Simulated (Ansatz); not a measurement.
Quadrupolar parameters in V₂O₃

The cell is a structure deposited in the COD, its atoms then relaxed with PBE in this cell.

```
V O
1.0
     2.47091    1.42658    4.66343
    -2.47091    1.42658    4.66343
     0.00000   -2.85316    4.66343
V O
4 6
Direct
  0.34140 0.34140 0.34140
  0.15860 0.15860 0.15860
  0.65860 0.65860 0.65860
  0.84140 0.84140 0.84140
  0.92690 0.25000 0.57310
  0.57310 0.92690 0.25000
  0.25000 0.57310 0.92690
  0.07310 0.75000 0.42690
  0.42690 0.07310 0.75000
  0.75000 0.42690 0.07310
```

Sites (sets of like atoms) are named by element and the number of their first atom in this list.

The numbers come from a DFT calculation in Ansatz (PBEsol, plane waves and PAW, scalar-relativistic, collinear spin, 420 eV cutoff, Γ-centred 9×9×9 k-points, Fermi–Dirac smearing 0.05 eV). Start moments as typed (μB): 2 on each V, none on the rest.

C_Q = eQV_zz/h, which is 24.18 MHz for Q = 1 b and V_zz = 10²¹ V/m²; η = (V_xx − V_yy)/V_zz. Directions are in the Cartesian axes of the cell vectors above, for the atom listed; none is given where the gradient is under 0.02 or η is above 0.95.

```tsv
site	first atom	first shell	V_zz (10²¹ V/m²)	η	direction of V_zz (x, y, z)
V	1	6 O at 1.98–2.05 Å	-1.40	0.00	0.00 0.00 1.00
O	5	4 V at 1.98–2.05 Å	-3.80	0.02	0.72 -0.42 0.55
```

An axis of threefold or higher order runs through V, so V_zz lies along it and η is zero.

At this cell the PBEsol pressure is -11 GPa, so with PBEsol the cell would shrink if it were relaxed. With no gap above 0.1 eV, as in a metal, the gradients converge slowly in k; expect changes of a tenth or more on a denser mesh. Semilocal functionals can leave a metal where correlation in the d or f shell opens a gap in the real compound, and that would change the values at and beside V. Measured V2O3 orders antiferromagnetically, but in this run all moments are parallel, as the start or the cell imposes: fields and spin densities carried over to other atoms belong to this order alone, and gaps, moments and gradients can differ too.
